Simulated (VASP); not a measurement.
A run of VASP 6.6.1 is set up as follows.

The input INCAR:

```
  PREC = Accurate
  ENCUT = 520
  EDIFF = 1E-6
  ISMEAR = 0
  SIGMA = 0.03
  LREAL = False
  LASPH = True
  NELM = 80
  ALGO = Normal
  ISIF = 2
  LWAVE = False
  LCHARG = False
  NBANDS = 17
```

File KPOINTS:

```
regular mesh
0
Gamma
  8 8 8
```

Contents of POSCAR:

```
TePb                                    
1.0
    0.0000000000      3.2218515830      3.2218515830
    3.2218515830      0.0000000000      3.2218515830
    3.2218515830      3.2218515830      0.0000000000
  Te              Pb            
     1     1
Direct
     0.5000000000000000    0.5000000000000000    0.5000000000000000
     0.0000000000000000    0.0000000000000000    0.0000000000000000
```

KPOINTS_OPT

```
explicit points
159
Reciprocal
 0.0000000000  0.0000000000  0.0000000000 1
 0.0357142857  0.0000000000  0.0357142857 1
 0.0714285714  0.0000000000  0.0714285714 1
 0.1071428571  0.0000000000  0.1071428571 1
 0.1428571429  0.0000000000  0.1428571429 1
 0.1785714286  0.0000000000  0.1785714286 1
[... 151 lines left out ...]
 0.4250000000  0.0000000000  0.4250000000 1
 0.4500000000  0.0000000000  0.4500000000 1
```

Potentials or basis: VASP PAW LDA potentials, release 64 (Te, Pb_d).

Launch:

```console
$ cat potpaw_LDA.64/Te/POTCAR potpaw_LDA.64/Pb_d/POTCAR > POTCAR
$ mpirun -np 1 vasp_std > vasp.out
```

Question: What does it give for the pressure?

Answer: -1.3 GPa.

Question: What does it give for the band gap on the k mesh?

Answer: 0.62 eV, direct.

Question: Predict the band gap along the path.

Answer: 0.62 eV, direct.

Levels at the corners of the path, in eV from the valence-band top:
```
point  band 8  band 9  band 10  band 11  band 12  band 13
    Γ   -1.38   -1.38    -1.38     4.00     4.00     4.00
    X   -4.58   -2.86    -2.86     3.22     5.42     5.42
    X   -4.58   -2.86    -2.86     3.22     5.42     5.42
    W   -3.86   -3.86    -0.36     1.58     5.16     5.16
    W   -3.86   -3.86    -0.36     1.58     5.16     5.16
    K   -4.20   -2.35    -2.13     3.52     3.73     5.06
    K   -4.20   -2.35    -2.13     3.52     3.73     5.06
    Γ   -1.38   -1.38    -1.38     4.00     4.00     4.00
    Γ   -1.38   -1.38    -1.38     4.00     4.00     4.00
    L   -0.90   -0.90     0.00     0.62     1.18     1.18
    L   -0.90   -0.90     0.00     0.62     1.18     1.18
    U   -4.20   -2.35    -2.13     3.52     3.73     5.06
    U   -4.20   -2.35    -2.13     3.52     3.73     5.06
    W   -3.86   -3.86    -0.36     1.58     5.16     5.16
    W   -3.86   -3.86    -0.36     1.58     5.16     5.16
    L   -0.90   -0.90     0.00     0.62     1.18     1.18
    L   -0.90   -0.90     0.00     0.62     1.18     1.18
    K   -4.20   -2.35    -2.13     3.52     3.73     5.06
    U   -4.20   -2.35    -2.13     3.52     3.73     5.06
    X   -4.58   -2.86    -2.86     3.22     5.42     5.42
```

Caveat: spin-orbit coupling is left out, which as a rule narrows the gap of such compounds by several tenths of an eV.

**Experimental background.**

From a printed reference work, monograph, for a bulk crystal of TePb at 4.2 K: band gap 0.19 eV (direct).

Against the measured gap of TePb, 0.19 eV (direct; 4.2 K; a printed reference work, monograph), the calculated 0.62 eV is off by +0.43 eV. Spin-orbit coupling on Pb, Te is left out. The value is that of LDA, without temperature or zero-point motion.
